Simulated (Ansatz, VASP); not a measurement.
## InP in VASP and in Ansatz

```xyz
2
Lattice="0.0000 3.0247 2.9353 3.0247 0.0000 2.9353 3.0247 3.0247 0.0000" Properties=species:S:1:pos:R:3 pbc="T T T"
In    0.0000    0.0000    0.0000
P     4.5371    4.5371    4.4030
```

Change from the starting cell: strain +0.015 along x and y, -0.015 along z, atoms carried along.

Alike in both runs: task single point; functional PBE; k mesh 10 × 10 × 10; occupations gaussian, width 0.05 eV; no spin polarisation.

|  | VASP | Ansatz |
| --- | --- | --- |
| version | VASP 6.6.1 | Ansatz 0.2.0 |
| potentials or method | VASP PAW PBE potentials, release 64 (In_d, P) | scalar-relativistic, plane waves, PAW |
| plane-wave cutoff (eV) | 520 | 420 |
| valence electrons in the cell | 18 | 18 |

```csv
,VASP,Ansatz,Ansatz less VASP
gap on the k mesh at the Fermi level (eV),0.27,0.27,+0.003
least direct gap on the mesh (eV),0.27,0.27,+0.003
pressure (GPa),-0.9,-0.9,+0.05
largest component of the traceless stress (GPa),0.78,0.78,-0.001
```

Caveats: spin-orbit coupling is left out, which moves the levels of the heavy elements.
